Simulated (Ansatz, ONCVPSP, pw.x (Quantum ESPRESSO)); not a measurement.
# pw.x on bcc Se: one setting changed

Potential: optimised norm-conserving Vanderbilt (ONCV), ONCVPSP 4.0.1.1 (patched build), PBE; core [Ar] 3d10, reference 4s2 4p4; waves: 4s: rc 1.30 bohr, ncon 4, nbas 8, qcut 4.3 1/bohr, 2 projectors, debl 0.4 Ha; 4p: rc 1.95 bohr, ncon 3, nbas 8, qcut 3.5 1/bohr, 2 projectors, debl 1.4 Ha; d scattering state at 0.03 Ha: rc 1.70 bohr, ncon 3, nbas 7, qcut 6.3 1/bohr, 2 projectors, debl 3.6 Ha; local part: polynomial inside 1.25 bohr (lpopt 5, dvloc0 1 Ha); core correction: none. In the s channel the program set the typed energies aside and used -0.635, 0.250 Ha.

The reference run (k-mesh 13³, cutoffs 145/580 Ry, Fermi–Dirac 0.01 Ry, mixing_beta 0.4, conv_thr 1e-9, no spin) gives 0.73 GPa at 20.207 Å³/atom, where all-electron LAPW gives 0.57 GPa. This run, with its own iteration cap, changes smearing to gauss.

```
&control
  calculation='scf', prefix='x', pseudo_dir='./', outdir='./tmp', tstress=.true., disk_io='none'
/
&system
  ibrav=0, nat=1, ntyp=1, ecutwfc=145, ecutrho=580, nbnd=10,
  occupations='smearing', smearing='gauss', degauss=0.01
/
&electrons
  conv_thr=1e-09, mixing_beta=0.4, electron_maxstep=70
/
ATOMIC_SPECIES
Se 1.0 Se.UPF
CELL_PARAMETERS angstrom
  -1.71585513 1.71585513 1.71585513
  1.71585513 -1.71585513 1.71585513
  1.71585513 1.71585513 -1.71585513
ATOMIC_POSITIONS crystal
Se 0.0000 0.0000 0.0000
K_POINTS automatic
13 13 13 0 0 0
```

```bash
pw.x < Se.scf.in > Se.scf.out
```

Task: How does the run end?

Result: It converges in 5 iterations; the free energy moves by +16.9 meV/atom and the pressure by -0.17 GPa. Gaussian smearing of the same width is narrower in effect than Fermi–Dirac, so its quadratic term in F is smaller.

```
Message from routine setup:
     using ibrav=0 with symmetry is DISCOURAGED, use correct ibrav instead
     lattice parameter (alat)  =       5.6162  a.u.
     unit-cell volume          =     136.3636 (a.u.)^3
     number of electrons       =         6.00
     number of Kohn-Sham states=           10
     kinetic-energy cutoff     =     145.0000  Ry
     charge density cutoff     =     580.0000  Ry
     scf convergence threshold =      1.0E-09
     Exchange-correlation= PBE
     number of k points=    84  Gaussian smearing, width (Ry)=  0.0100
     iteration #  1     ecut=   145.00 Ry     beta= 0.40
     c_bands:  1 eigenvalues not converged
     total energy              =     -18.86401789 Ry
     estimated scf accuracy    <       0.00121917 Ry
     iteration #  2     ecut=   145.00 Ry     beta= 0.40
     total energy              =     -18.86406844 Ry
     estimated scf accuracy    <       0.00035367 Ry
     iteration #  3     ecut=   145.00 Ry     beta= 0.40
     total energy              =     -18.86410131 Ry
     estimated scf accuracy    <       0.00000897 Ry
     iteration #  4     ecut=   145.00 Ry     beta= 0.40
     total energy              =     -18.86410235 Ry
     estimated scf accuracy    <       0.00000003 Ry
     iteration #  5     ecut=   145.00 Ry     beta= 0.40
     the Fermi energy is     8.4840 ev
!    total energy              =     -18.86410246 Ry
     estimated scf accuracy    <          6.7E-10 Ry
     smearing contrib. (-TS)   =      -0.00052203 Ry
     The total energy is F=E-TS. E is the sum of the following terms:
     one-electron contribution =       4.62189190 Ry
     hartree contribution      =       0.78999921 Ry
     xc contribution           =      -4.07307291 Ry
     ewald contribution        =     -20.20239863 Ry
     convergence has been achieved in   5 iterations
          total   stress  (Ry/bohr**3)                   (kbar)     P=        5.57
     Message from routine punch:
     Nothing written, as per user request (disk_io='none')
```

The run took about 16 s on one core of a shared host (AMD EPYC 9R45 96-Core Processor, 96 threads, 376 GiB, load 27).
